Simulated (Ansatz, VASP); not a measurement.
# Pb: VASP and Ansatz over several settings

```
Pb
1.0
     3.54825    0.00000    0.00000
    -1.77413    3.07288    0.00000
     0.00000    0.00000    5.69964
Pb
2
Direct
  0.66667 0.33333 0.75000
  0.33333 0.66667 0.25000
```

This isn't the form of Pb at room conditions, which is fcc.

Single points on this cell with VASP 6.6.1 and Ansatz 0.2.0. Each row is one pair of runs. Alike in all rows: spin: off; k mesh: 9 × 9 × 5; smearing: fermi-dirac, width 0.05 eV; Ansatz's potentials, cutoff: Ansatz PAW, 420 eV.

```tsv
level	VASP's potentials, cutoff	gap on the k mesh at the Fermi level (eV), VASP	gap on the k mesh at the Fermi level (eV), Ansatz	pressure (GPa), VASP	pressure (GPa), Ansatz	largest component of the traceless stress (GPa), VASP	largest component of the traceless stress (GPa), Ansatz
LDA	VASP PAW LDA potentials, release 64 (Pb_d), 520 eV	none	none	-2.9	-2.9	1.59	1.50
PBE	VASP PAW PBE potentials, release 64 (Pb_d), 520 eV	none	none	1.2	1.3	1.69	1.70
PBEsol	VASP PAW PBE potentials, release 64 (Pb_d), 520 eV	none	none	-1.5	-1.5	1.64	1.66
```

Pressure (GPa): the two programs differ by at most 0.06; largest component of the traceless stress (GPa): the two programs differ by at most 0.092.

A gap of «none» marks a metal or a gap that the smearing closes.

Caveats: the PAW data sets were made with another functional, which shifts forces and pressure a little (VASP); the PAW data sets come from PBE, with cores solved anew for the run's functional, which leaves a small shift of forces and pressure (Ansatz).
